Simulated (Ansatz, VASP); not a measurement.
This is a calculation of NiO for Ansatz 0.2.0. 

Contents of input.yaml:

```yaml
crystal:
  lattice:
    - [0.0, 2.0859016414, 2.0859016414]
    - [2.0859016414, 0.0, 2.0859016414]
    - [2.0859016414, 2.0859016414, 0.0]
  atoms:
    - { symbol: Ni, position: [0.0, 0.0, 0.0], spin: 1.0 }
    - { symbol: O, position: [0.5, 0.5, 0.5] }
kpoints:
  mp_grid: { grid: [11, 11, 11] }
scf:
  occupations: { method: fermi_dirac, width: 0.05 }
hamiltonian:
  xc: pbe
  dispersion: d4
  pseudopotentials: { kind: all_electron, lapw: { basis_error: 0.001 } }
magnetization:
  spin_polarized: true
output:
  forces: true
  stress: true
relax:
  f_tol: 0.01
  max_steps: 60
  cell: {}
```

Potentials or basis: all-electron LAPW, scalar-relativistic.

Run with:

```sh
$ ansatz run input.yaml --threads 2 --pin off --max-ram 6144MiB --backend cpu --events-out ev --progress --plain --runs-dir out
```

Translate it to VASP 6.6.1. Potentials or basis there: PBE PAW files Ni, O, 600 eV.

As run (cutoffs and basis follow the program's own potentials, and thresholds, step limits or extra output files can differ):

The input INCAR:

```
ALGO = Normal
EDIFF = 1E-7
EDIFFG = -0.01
ENCUT = 600
GGA = PE
IBRION = 2
ISIF = 3
ISMEAR = -1
ISPIN = 2
IVDW = 13
LASPH = True
LCHARG = False
LMAXMIX = 4
LORBIT = 11
LREAL = False
LWAVE = False
MAGMOM = 1 0
NELM = 120
NSW = 40
PREC = Accurate
SIGMA = 0.05
```

The input KPOINTS:

```
k-points
0
Gamma
  11 11 11
```

Contents of POSCAR:

```
NiO
1.0
    0.0000000000      2.0859016414      2.0859016414
    2.0859016414      0.0000000000      2.0859016414
    2.0859016414      2.0859016414      0.0000000000
Ni O
1 1
Direct
    0.0000000000      0.0000000000      0.0000000000
    0.5000000000      0.5000000000      0.5000000000
```

Potentials or basis: VASP PAW PBE potentials, release 64 (Ni, O).

Run with:

```bash
$ cat potpaw_PBE.64/Ni/POTCAR potpaw_PBE.64/O/POTCAR > POTCAR
$ mpirun -np 1 vasp_std > vasp.out
```

Both were run:

|  | Ansatz | VASP |
| --- | --- | --- |
| Relaxed volume | 9.17 Å³/atom | 9.10 Å³/atom |
| Relaxed cell | a = 2.960 Å, b = 2.960 Å, c = 2.960 Å, α = 60.00°, β = 60.00°, γ = 60.00° | a = 2.953 Å, b = 2.953 Å, c = 2.953 Å, α = 60.00°, β = 60.00°, γ = 60.00° |
| Space group after relaxing | Fm-3m (No. 225) | Fm-3m (No. 225) |
| Pressure after relaxing | 0.0 GPa | 0.0 GPa |
| Net moment | 1.80 μB per cell | 1.68 μB per cell |

Where Ansatz's input types no cutoff or centring, it takes its own default and a Γ-centred mesh.

The magnetic state is the one that the start led to; the real crystal's order can differ.

Pressure is positive in compression.
